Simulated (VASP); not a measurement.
# ZnS (F-43m): a series in uniaxial stress along [111], part 2 of 2

Wanted: the response of ZnS to uniaxial stress along [111], as a table, with a fit that predicts a row left out.

VASP 6.6.1, plane waves and PAW; the level of theory is named at each step.

So far. Step 5 (Band edges, r2SCAN with spin-orbit coupling): The run ends at a pressure of 5.01 GPa, with forces up to 0.015 eV/Å.

### 6. The whole series

Runs beyond LDA use the data sets made with LDA; this shifts their levels slightly, and their total energies have another zero (at TB-mBJ, which has no energy functional, they mean nothing).

The other members went through these steps as far as the tables show, with the same cutoff and, step by step, the same mesh; 43 runs are not shown. The session took 4.8 core hours (wall time by ranks) on a shared machine.

```csv
strain along the axis (%),strain across the axis (%),"stress along the axis, tension positive (GPa)",energy above the unstrained row (meV/atom),"gap on the mesh, LDA (eV)"
-2.000,0.499,-2.566,3.137,2.091
-1.500,0.368,-1.922,1.785,2.108
-1.000,0.238,-1.265,0.819,2.124
-0.500,0.109,-0.650,0.218,2.139
0,-0.012,0.020,0.000,2.151
0.500,-0.138,0.656,0.161,2.127
1.000,-0.261,1.319,0.696,2.100
1.500,-0.383,1.968,1.602,2.072
2.000,-0.498,2.615,2.884,2.042
```

Slopes at zero strain, from cubics through all rows: strain ratio -0.250, stress over strain 130 GPa.

Band edges at TB-mBJ with spin-orbit coupling, counted from the valence-band top at Γ, spin-orbit pairs averaged, with one row partly withheld:

```
strain along the axis (%)  gap (eV)  conduction band at Γ (eV)  Δ or X valley along z (eV)  Δ or X valley along x (eV)  lowest conduction level at L, [111] (eV)  lowest conduction level at L, [-111] (eV)  second valence level below the top (eV)  third valence level below the top (eV)
                   -2.000     3.844                      3.844                       4.255                       4.255                                     4.520                                      4.773                                    0.124                                   0.151
                   -1.500     3.860                      3.860                       4.292                       4.292                                         ?                                      4.775                                    0.092                                   0.120
                   -1.000     3.875                      3.875                       4.326                       4.326                                     4.651                                      4.777                                    0.060                                   0.090
                   -0.500     3.888                      3.888                       4.357                       4.357                                     4.718                                      4.779                                    0.027                                   0.060
                        0     3.893                      3.893                       4.380                       4.380                                     4.776                                      4.775                                    0.000                                   0.040
                    0.500     3.869                      3.869                       4.372                       4.372                                     4.808                                      4.743                                    0.017                                   0.060
                    1.000     3.844                      3.844                       4.362                       4.362                                     4.839                                      4.712                                    0.022                                   0.090
                    1.500     3.816                      3.816                       4.349                       4.349                                     4.870                                      4.680                                    0.025                                   0.124
                    2.000     3.786                      3.786                       4.335                       4.335                                     4.899                                      4.649                                    0.026                                   0.159
```

Conduction masses, in electron masses:

```
strain along the axis (%)  conduction mass at Γ, along the strain axis or the normal of the plane  conduction mass at Γ, across the strain axis or in the plane
                   -2.000                                                                   0.295                                                         0.258
                   -1.500                                                                   0.283                                                         0.257
                   -1.000                                                                   0.283                                                         0.262
                   -0.500                                                                   0.271                                                         0.264
                        0                                                                   0.262                                                         0.263
                    0.500                                                                   0.262                                                         0.272
                    1.000                                                                   0.256                                                         0.274
                    1.500                                                                   0.250                                                         0.278
                    2.000                                                                   0.244                                                         0.281
```

Band edges at r2SCAN with spin-orbit coupling, counted from the valence-band top at Γ, spin-orbit pairs averaged:

```
strain along the axis (%)  gap (eV)  conduction band at Γ (eV)  Δ or X valley along z (eV)  Δ or X valley along x (eV)  lowest conduction level at L, [111] (eV)  lowest conduction level at L, [-111] (eV)  second valence level below the top (eV)  third valence level below the top (eV)
                   -2.000     2.886                      2.886                       3.438                       3.438                                     3.628                                      3.919                                    0.128                                   0.167
                   -1.500     2.903                      2.903                       3.479                       3.479                                     3.701                                      3.918                                    0.095                                   0.135
                   -1.000     2.917                      2.917                       3.515                       3.515                                     3.772                                      3.917                                    0.061                                   0.104
                   -0.500     2.929                      2.929                       3.547                       3.547                                     3.845                                      3.915                                    0.028                                   0.074
                        0     2.933                      2.933                       3.571                       3.571                                     3.909                                      3.908                                    0.000                                   0.055
                    0.500     2.908                      2.908                       3.562                       3.562                                     3.946                                      3.872                                    0.019                                   0.074
                    1.000     2.880                      2.880                       3.550                       3.550                                     3.982                                      3.837                                    0.028                                   0.104
                    1.500     2.850                      2.850                       3.535                       3.535                                     4.019                                      3.801                                    0.032                                   0.139
                    2.000     2.817                      2.818                       3.518                       3.518                                     4.053                                      3.765                                    0.034                                   0.175
```

Conduction masses, in electron masses:

```csv
strain along the axis (%),"conduction mass at Γ, along the strain axis or the normal of the plane","conduction mass at Γ, across the strain axis or in the plane"
-2.000,0.223,0.194
-1.500,0.216,0.195
-1.000,0.213,0.198
-0.500,0.206,0.198
0,0.200,0.201
0.500,0.197,0.204
1.000,0.190,0.205
1.500,0.185,0.207
2.000,0.182,0.211
```

### 7. Fit and prediction

The quantity to fit is the splitting of the lowest conduction levels at the L points ([111] less [-111]) at TB-mBJ with spin-orbit coupling: -0.253, -0.126, -0.061, 0.001, 0.065, 0.127, 0.189, 0.251 eV in the rows shown.

A least-squares parabola through the 8 rows shown, with d the strain along the axis less the strain across it, in %: E = − 2.20e-4 d² + 0.1008 d + 1.15e-4 (eV), r.m.s. residual 3.5e-4 eV.

At d = -1.868 this predicts -0.1890 eV.

### 8. The withheld row

The calculation gives -0.1889 eV, so the prediction is 0.0001 eV too low.

The splitting is Ξu times 8/9 of d, with d as a fraction, so the linear term gives Ξu = 11.3 eV.

### 9. Outcome

- Poisson ratio: 0.250
- Young's modulus along the axis: 130 GPa
- gap of the unstrained cell, TB-mBJ with spin-orbit coupling: 3.89 eV
- gap of the unstrained cell, r2SCAN with spin-orbit coupling: 2.93 eV
- shear deformation potential Ξu of the lowest conduction levels at L: 11.3 eV
- error of the predicted row: -0.1 meV

What this shows: As a check, the curvature of the energy gives 130 GPa for the same modulus (energy per volume = E/2 × strain²), 0 % from the slope of the stress. At TB-mBJ with spin-orbit coupling the lowest conduction valley is Γ throughout, and the gap runs between 3.79 and 3.89 eV. At r2SCAN with spin-orbit coupling the lowest conduction valley is Γ throughout, and the gap runs between 2.82 and 2.93 eV. Hole masses are left out throughout, since the top bands are degenerate or cross in many series; of conduction masses, those of the Γ, L and (for Si and Ge under (001) strain) Δ valleys are kept where they change by under an eighth between rows. A measured gap of unstrained ZnS is 3.85 eV (arxiv:0911.5022, direct gap E0 at Gamma, 19 K); the static gaps here belong to the lattice relaxed at LDA. TB-mBJ is a potential fitted for gaps; it has no energy functional, so its total energies and forces mean nothing, and its bands tend to come out too narrow. r2SCAN opens gaps somewhat over GGA but leaves them below measured values as a rule. Δ or X levels are the lowest on their line, refined by a parabola unless they lie at X; the gap is read from all points sampled and can differ from the lowest valley by some meV, or by tens of meV where strain moves the valence top off Γ. Temperature, zero-point motion and excitons are left out.

[Lines on the potential files, build, host, timing and source positions are cut from VASP's logs without a mark.]

[Logs are printed without paths, hosts, clocks, repeated set-up lines and the standing remarks that a program may print on its own settings, such as how far it seeks lower states.]

[Hosts, paths, dates, database ids (printed as entryN), source tags and the programs' standing remarks are cut or masked in the printed files.]

[In band tables of VASP the shares of atoms and orbitals are scaled to a sum of 1 inside the atoms' spheres.]
